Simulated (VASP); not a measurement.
# La2O3 (P-3m1) in VASP: relaxation of cell and atoms with r2SCAN

Aim: the relaxation of cell and atoms of La2O3 with r2SCAN.

Everything below comes from runs of VASP 6.6.1. Logs are shortened: lines on timing, memory, paths and dates and some standing lists are left out, and cuts for length are marked.

## 1. The crystal as given

Symmetry: P-3m1, No. 164, trigonal system. The conventional cell has a = 3.931 Å, b = 3.931 Å, c = 6.112 Å, α = 90.00°, β = 90.00°, γ = 120.00°. Around La (site symmetry 3m) lie 4 O at 2.36 to 2.44 Å. O (site symmetry 3m) is surrounded by 4 La at 2.36 to 2.44 Å. Around O (site symmetry -3m) lie 6 La at 2.72 Å.

The cell is a database's computed one.

## 2. Relaxation of cell and atoms, r2SCAN

INCAR

```
SYSTEM = La2O3
PREC = Accurate
ENCUT = 600
EDIFF = 1E-7
ISMEAR = 0
SIGMA = 0.02
LREAL = .False.
LASPH = .True.
NELM = 60
ALGO = Normal
ISIF = 3
LWAVE = .False.
LCHARG = .False.
METAGGA = R2SCAN
LMIXTAU = .True.
IBRION = 2
NSW = 80
EDIFFG = -0.004
```

KPOINTS

```
regular mesh
0
Gamma
  7 7 5
  0 0 0
```

POSCAR

```
La2O3
1.0
    3.9307778800      0.0000000000      0.0000000000
   -1.9653889400      3.4041535000      0.0000000000
    0.0000000000      0.0000000000      6.1119535200
La O
2 3
Direct
    0.6666666700      0.3333333300      0.7537643200
    0.3333333300      0.6666666700      0.2462356800
    0.6666666700      0.3333333300      0.3541093500
    0.3333333300      0.6666666700      0.6458906500
    0.0000000000      0.0000000000      0.0000000000
```

Potentials or basis: VASP PAW PBE potentials, release 64 (La, O).

Run with:

```sh
$ cat potpaw_PBE.64/La/POTCAR potpaw_PBE.64/O/POTCAR > POTCAR
$ mpirun -np 1 vasp_std > vasp.out
```

OUTCAR:

```text
SYSTEM = La2O3
   PREC = Accurate
   ENCUT = 600
   EDIFF = 1E-7
   ISMEAR = 0
   LREAL = .False.
   LASPH = .True.
   NELM = 60
   ISIF = 3
   METAGGA = R2SCAN
   IBRION = 2
   NSW = 80
   EDIFFG = -0.004

 ion  position               nearest neighbor table
   1  0.667  0.333  0.754-   4 2.36   4 2.36   4 2.36   3 2.44   5 2.72   5 2.72   5 2.72
   2  0.333  0.667  0.246-   3 2.36   3 2.36   3 2.36   4 2.44   5 2.72   5 2.72   5 2.72
   3  0.667  0.333  0.354-   2 2.36   2 2.36   2 2.36   1 2.44
   4  0.333  0.667  0.646-   1 2.36   1 2.36   1 2.36   2 2.44
   5  0.000  0.000  0.000-   1 2.72   2 2.72   2 2.72   1 2.72   1 2.72   2 2.72

  LATTYP: Found a hexagonal cell.
 ALAT       =     3.9307778800
 C/A-ratio  =     1.5548966913

  Lattice vectors:

 A1 = (   3.9307778800,   0.0000000000,   0.0000000000)
 A2 = (  -1.9653889400,   3.4041535000,   0.0000000000)
 A3 = (   0.0000000000,   0.0000000000,   6.1119535200)

Analysis of symmetry for initial positions (statically):
=====================================================================
 Subroutine PRICEL returns:
 Original cell was already a primitive cell.

 Routine SETGRP: Setting up the symmetry group for a
 hexagonal supercell.

 Subroutine GETGRP returns: Found 12 space group operations
 (whereof 12 operations were pure point group operations)
 out of a pool of 24 trial point group operations.

The static configuration has the point symmetry D_3d.

Analysis of symmetry for dynamics (positions and initial velocities):
=====================================================================
 Subroutine PRICEL returns:
 Original cell was already a primitive cell.

 Routine SETGRP: Setting up the symmetry group for a
 hexagonal supercell.

 Subroutine GETGRP returns: Found 12 space group operations
 (whereof 12 operations were pure point group operations)
 out of a pool of 24 trial point group operations.

The dynamic configuration has the point symmetry D_3d.

 Subroutine INISYM returns: Found 12 space group operations
 (whereof 12 operations are pure point group operations),
 and found     1 'primitive' translations

----------------------------------------------------------------------------------------

                                     Primitive cell

  volume of cell :      81.7839

  direct lattice vectors                    reciprocal lattice vectors
     3.930777880  0.000000000  0.000000000     0.254402571  0.146879393  0.000000000
    -1.965388940  3.404153500  0.000000000     0.000000000  0.293758786  0.000000000
     0.000000000  0.000000000  6.111953520     0.000000000  0.000000000  0.163613810

  length of vectors
     3.930777880  3.930777879  6.111953520     0.293758786  0.293758786  0.163613810

  position of ions in fractional coordinates (direct lattice)
     0.666666670  0.333333330  0.753764320
     0.333333330  0.666666670  0.246235680
     0.666666670  0.333333330  0.354109350
     0.333333330  0.666666670  0.645890650
     0.000000000  0.000000000  0.000000000

  ion indices of the primitive-cell ions
   primitive index   ion index
                 1           1
                 2           2
                 3           3
                 4           4
                 5           5

----------------------------------------------------------------------------------------

 KPOINTS: regular mesh

Automatic generation of k-mesh.
 Grid dimensions read from file:
 generate k-points for:    7    7    5

 Generating k-lattice:

  Cartesian coordinates                     Fractional coordinates (reciprocal lattice)
     0.036343224  0.020982770  0.000000000     0.142857143  0.000000000  0.000000000
     0.000000000  0.041965541  0.000000000     0.000000000  0.142857143  0.000000000
     0.000000000  0.000000000  0.032722762     0.000000000  0.000000000  0.200000000

  Length of vectors
     0.041965541  0.041965541  0.032722762

  Shift w.r.t. Gamma in fractional coordinates (k-lattice)
     0.000000000  0.000000000  0.000000000

 Subroutine IBZKPT returns following result:
 ===========================================

 Found     32 irreducible k-points:

 Following reciprocal coordinates:
            Coordinates               Weight
  0.000000  0.000000  0.000000      1.000000
  0.142857 -0.000000  0.000000      6.000000
  0.285714  0.000000  0.000000      6.000000
  0.428571  0.000000  0.000000      6.000000
  0.142857  0.142857  0.000000      6.000000
  0.285714  0.142857  0.000000     12.000000
[... 16 lines left out ...]
  0.000000  0.142857  0.400000      6.000000
  0.285714  0.000000  0.400000      6.000000
 [... further k-points ...]
   k-points           NKPTS =     32   k-points in BZ     NKDIM =     32   number of bands    NBANDS=     24
   number of dos      NEDOS =    301   number of ions     NIONS =      5
   total plane-waves  NPLWV =  51200
   dimension x,y,z NGX =    32 NGY =   32 NGZ =   50
   dimension x,y,z NGXF=    64 NGYF=   64 NGZF=  100
   ions per type =               2   3
   NGX,Y,Z   is equivalent  to a cutoff of  13.53, 13.53, 13.60 a.u.
   NGXF,Y,Z  is equivalent  to a cutoff of  27.07, 27.07, 27.20 a.u.
 SYSTEM =  La2O3
   PREC   = accura    normal or accurate (medium, high low for compatibility)
   ISTART =      0    job   : 0-new  1-cont  2-samecut
   ICHARG =      2    charge: 1-file 2-atom 10-const
   ISPIN  =      1    spin polarized calculation?
   LNONCOLLINEAR =      F non collinear calculations
   LSORBIT =      F    spin-orbit coupling
   LASPH  =      T    aspherical Exc in radial PAW
   ENCUT  =  600.0 eV  44.10 Ry    6.64 a.u.   7.85  7.85 12.21*2*pi/ulx,y,z
   NELM   =     60;   NELMIN=  2; NELMDL= -5     # of ELM steps
   EDIFF  = 0.1E-06   stopping-criterion for ELM
   LREAL  =      F    real-space projection
   EDIFFG = -.4E-02   stopping-criterion for IOM
   NSW    =     80    number of steps for IOM
   IBRION =      2    ionic relax: 0-MD 1-quasi-New 2-CG
   NFREE  =      1    steps in history (QN), initial steepest desc. (CG)
   ISIF   =      3    stress and relaxation
   ISYM   =      2    0-nonsym 1-usesym 2-fastsym
   POTIM  = 0.5000    time-step for ionic-motion
   TEBEG  =    0.0;   TEEND  =   0.0 temperature during run
   PSTRESS=    0.0 pullay stress
   NELECT =      40.0000    total number of electrons
   NUPDOWN=      -1.0000    fix difference up-down
   EMIN   =  10.00;   EMAX   =-10.00  energy-range for DOS
   EFERMI =   0.00;   METHOD = LEGACY
   ISMEAR =     0;   SIGMA  =   0.02  broadening in eV -4-tet -1-fermi 0-gaus
   EFERMI_NEDOS =   21; number of points for ismear=-14 and -15
   IALGO  =     38    algorithm
   IMIX   =      4    mixing-type and parameters
     AMIX     =   0.40;   BMIX     =  1.00
     AMIX_MAG =   1.60;   BMIX_MAG =  1.00
  volume/ion in A,a.u.               =      16.36       110.38
  Fermi-wavevector in a.u.,A,eV,Ry     =   1.289849  2.437462 22.636161  1.663711
  Thomas-Fermi vector in A             =   2.421717
   LORBIT       =      0    0 simple, 1 ext, 2 COOP (PROOUT), +10 PAW based schemes
   METAGGA = R2SCAN    functional components
   LHFCALC =     F    Hartree Fock is set to
   AEXX    =    0.0000 exact exchange contribution
   IVDW    =     0    specifies the selected vdW correction
   LEPSILON=     F    determine dielectric tensor
   LRPA    =     F    only Hartree local field effects (RPA)
 conjugate gradient relaxation of ions
 non-spin polarized calculation
 Gauss-broadening in eV      SIGMA  =   0.02
  energy-cutoff  :      600.00
  volume of cell :       81.78
 maximum number of plane-waves:      2749
 NGX is ok and might be reduce to    32
   NGX = 15   NGY = 15   NGZ = 25

--------------------------------------- Ionic step        1  -------------------------------------------

 number of electron      40.0000000 magnetization

 Free energy of the ion-electron system (eV)
  ---------------------------------------------------
  ext. energy  EPLUGINS =         0.00000000
  ---------------------------------------------------
  free energy    TOTEN  =       -96.06730935 eV

  energy without entropy =      -96.06730935  energy(sigma->0) =      -96.06730935

------------------------ aborting loop because EDIFF is reached ----------------------------------------

  FORCE on cell =-STRESS in cart. coord.  units (eV):
  Direction    XX          YY          ZZ          XY          YZ          ZX
  --------------------------------------------------------------------------------------
  -------------------------------------------------------------------------------------
  Total        0.0068468      0.0068468      0.0642427      0.0000000      0.0000000      0.0000000
  in kB        0.1341317      0.1341317      1.2585387      0.0000000      0.0000000      0.0000000
  external PRESSURE =       0.5089340 kB  Pullay stress =       0.0000000 kB

 VOLUME and BASIS-vectors are now :
 -----------------------------------------------------------------------------
  energy-cutoff  :      600.00
  volume of cell :       81.78
      direct lattice vectors                 reciprocal lattice vectors
     3.930777880  0.000000000  0.000000000     0.254402571  0.146879393  0.000000000
    -1.965388940  3.404153500  0.000000000     0.000000000  0.293758786  0.000000000
     0.000000000  0.000000000  6.111953520     0.000000000  0.000000000  0.163613810
[... 79 lines left out ...]
 POSITION                                       TOTAL-FORCE (eV/Angst)
 -----------------------------------------------------------------------------------
      1.96551      1.13479      4.61041         0.000000     -0.000000     -0.002646
     -0.00000      2.26957      1.50501        -0.000000      0.000000      0.002646
      1.96551      1.13479      2.16493         0.000000     -0.000000     -0.011205
     -0.00000      2.26957      3.95050        -0.000000      0.000000      0.011205
      0.00000      0.00000      6.11542         0.000000      0.000000      0.000000
 -----------------------------------------------------------------------------------
    total drift:                               -0.000000      0.000000     -0.000000

  FREE ENERGIE OF THE ION-ELECTRON SYSTEM (eV)
  ---------------------------------------------------
  free  energy   TOTEN  =       -96.0673501319 eV

  energy  without entropy=      -96.0673501319  energy(sigma->0) =      -96.06735013

--------------------------------------- Ionic step        4  -------------------------------------------

 number of electron      39.9999999 magnetization

 Free energy of the ion-electron system (eV)
  ---------------------------------------------------
  ext. energy  EPLUGINS =         0.00000000
  ---------------------------------------------------
  free energy    TOTEN  =       -96.06736966 eV

  energy without entropy =      -96.06736966  energy(sigma->0) =      -96.06736966

 E-fermi :   5.8238     XC(G=0): -11.1011

 val. band max:        5.6612922272   @ k =   0.0000   0.4286   0.4000
 cond. band min:      10.0309276565   @ k =   0.2857   0.2857   0.0000
 fundamental gap:      4.3696354293
 Fermi energy:         5.8238441946

 k-point     1 :       0.0000    0.0000    0.0000
  band No.  band energies     occupation
      1     -25.0100      2.00000
      2     -24.7545      2.00000
      3     -12.1010      2.00000
      4     -10.9746      2.00000
      5     -10.4661      2.00000
      6      -8.0016      2.00000
[... 16 lines left out ...]
     23      10.8433      0.00000
     24      11.4852      0.00000
[... 598 lines left out ...]
      2     -24.7687      2.00000
      3     -12.3392      2.00000
      4     -11.9244      2.00000
      5     -10.6435      2.00000
      6      -8.1356      2.00000
[... 16 lines left out ...]
     23      11.2447      0.00000
     24      11.3771      0.00000

 [... further k-points ...]

------------------------ aborting loop because EDIFF is reached ----------------------------------------

  FORCE on cell =-STRESS in cart. coord.  units (eV):
  Direction    XX          YY          ZZ          XY          YZ          ZX
  --------------------------------------------------------------------------------------
  -------------------------------------------------------------------------------------
  Total        0.0158852      0.0158852      0.0015679      0.0000000      0.0000000      0.0000000
  in kB        0.3111341      0.3111341      0.0307088      0.0000000      0.0000000      0.0000000
  external PRESSURE =       0.2176590 kB  Pullay stress =       0.0000000 kB

 VOLUME and BASIS-vectors are now :
 -----------------------------------------------------------------------------
  energy-cutoff  :      600.00
  volume of cell :       81.80
      direct lattice vectors                 reciprocal lattice vectors
     3.929634013 -0.000000000  0.000000000     0.254476625  0.146922148  0.000000000
    -1.964817006  3.403162882 -0.000000000    -0.000000000  0.293844296  0.000000000
     0.000000000 -0.000000000  6.116758521    -0.000000000  0.000000000  0.163485283

 POSITION                                       TOTAL-FORCE (eV/Angst)
 -----------------------------------------------------------------------------------
      1.96482      1.13439      4.61174        -0.000000      0.000000     -0.003777
     -0.00000      2.26878      1.50502        -0.000000     -0.000000      0.003777
      1.96482      1.13439      2.16454         0.000000      0.000000     -0.003952
     -0.00000      2.26878      3.95222        -0.000000     -0.000000      0.003952
      0.00000     -0.00000      0.00000         0.000000      0.000000      0.000000
 -----------------------------------------------------------------------------------
    total drift:                                0.000000      0.000000      0.000000

  FREE ENERGIE OF THE ION-ELECTRON SYSTEM (eV)
  ---------------------------------------------------
  free  energy   TOTEN  =       -96.0673696612 eV

  energy  without entropy=      -96.0673696612  energy(sigma->0) =      -96.06736966

 reached required accuracy - stopping structural energy minimisation
```

Run time: 5.9 min. Hardware: 1 thread of Intel Xeon 6975P-C (Granite Rapids), shared host; peak memory 0.29 GiB.

Results:

```yaml
Free_energy: -96.0674 eV
Relaxed_volume: 16.36 Å³/atom
Relaxed_cell: a = 3.930 Å, b = 3.930 Å, c = 6.117 Å, α = 90.00°, β = 90.00°, γ = 120.00°
Space_group_after_relaxing_to_0.05_Å: P-3m1 (No. 164)
Energy_gained_by_relaxing: 0.0 meV/atom
Ionic_steps: 4
Pressure_after_relaxing: 0.0 GPa
Largest_force_after_relaxing: 0.004 eV/Å
Band_gap_on_the_k_mesh: 4.37 eV, indirect (least direct gap 4.50 eV)
```

Forces in eV/Å, atoms in the order of the input:
```
La   0.000  0.000 -0.004
La   0.000  0.000  0.004
O    0.000  0.000 -0.004
O    0.000  0.000  0.004
O    0.000  0.000  0.000
```

Final structure:
```
La O
1.0
     3.92963    0.00000    0.00000
    -1.96482    3.40316    0.00000
     0.00000    0.00000    6.11676
La O
2 3
Direct
  0.66667 0.33333 0.75395
  0.33333 0.66667 0.24605
  0.66667 0.33333 0.35387
  0.33333 0.66667 0.64613
  0.00000 0.00000 0.00000
```

Caveat: the PAW data sets were made with another functional, which shifts forces and pressure a little; spin-orbit coupling is left out, which moves the levels of the heavy elements; an odd mesh through Γ misses points on the zone boundary, where band edges often lie.
